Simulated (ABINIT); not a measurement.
**GaAs: band structure with HLE16**

Crystal: GaAs.

```
As Ga
1.0
     0.00000    2.82685    2.82685
     2.82685    0.00000    2.82685
     2.82685    2.82685    0.00000
As Ga
1 1
Direct
  0.75000 0.75000 0.75000
  0.00000 0.00000 0.00000
```

```yaml
Program: ABINIT 10.8.3 (patched build)
Task: band structure
Functional: HLE16
Potentials_or_basis: JTH PAW PBE v2.0 sp
Cutoff: 463 eV
k_mesh: 8 × 8 × 8
Occupations: fermi-dirac, width 0.05 eV
Spin: no spin polarisation
Fine-grid_cutoff: 925.187 eV
Exchange_and_correlation_inside_the_PAW_spheres: full angular mesh (pawxcdev 0, this build's default; the released program takes 1)
```

```
Pressure                                              : -9.0 GPa
Band gap on the k mesh                                : 0.76 eV, direct
Band gap along the path                               : 0.76 eV, direct
Valence electrons inside the program's atomic spheres : As 3.03; Ga 11.14
```

Levels at the corners of the path, in eV from the valence-band top:
| point | band 5 | band 6 | band 7 | band 8 | band 9 | band 10 | band 11 | band 12 | band 13 | band 14 |
| --- | --- | --- | --- | --- | --- | --- | --- | --- | --- | --- |
| Γ | -19.14 | -12.42 | 0.00 | 0.00 | 0.00 | 0.76 | 4.58 | 4.58 | 4.58 | 9.96 |
| X | -19.14 | -10.41 | -6.26 | -2.25 | -2.25 | 2.69 | 2.88 | 10.59 | 10.59 | 11.90 |
| W | -19.14 | -10.38 | -6.10 | -2.91 | -2.69 | 4.92 | 5.87 | 6.26 | 7.50 | 11.70 |
| K | -19.14 | -10.45 | -6.09 | -3.15 | -1.89 | 3.07 | 5.45 | 8.69 | 8.79 | 9.79 |
| Γ | -19.14 | -12.42 | 0.00 | 0.00 | 0.00 | 0.76 | 4.58 | 4.58 | 4.58 | 9.96 |
| L | -19.14 | -11.01 | -5.97 | -0.96 | -0.96 | 1.71 | 5.57 | 5.57 | 9.55 | 11.79 |
| U | -19.14 | -10.45 | -6.09 | -3.15 | -1.89 | 3.07 | 5.45 | 8.69 | 8.79 | 9.79 |
| W | -19.14 | -10.38 | -6.10 | -2.91 | -2.69 | 4.92 | 5.87 | 6.26 | 7.50 | 11.70 |
| L | -19.14 | -11.01 | -5.97 | -0.96 | -0.96 | 1.71 | 5.57 | 5.57 | 9.55 | 11.79 |
| K | -19.14 | -10.45 | -6.09 | -3.15 | -1.89 | 3.07 | 5.45 | 8.69 | 8.79 | 9.79 |

It took 48 s on 1 thread of Arm Neoverse V2, on a shared host, peak memory 0.12 GiB.

Caveat: the potentials were made for a functional far from this one; the potentials were made for another functional, which shifts forces and pressure; this set keeps more shells in the core, which shifts pressures and gaps.
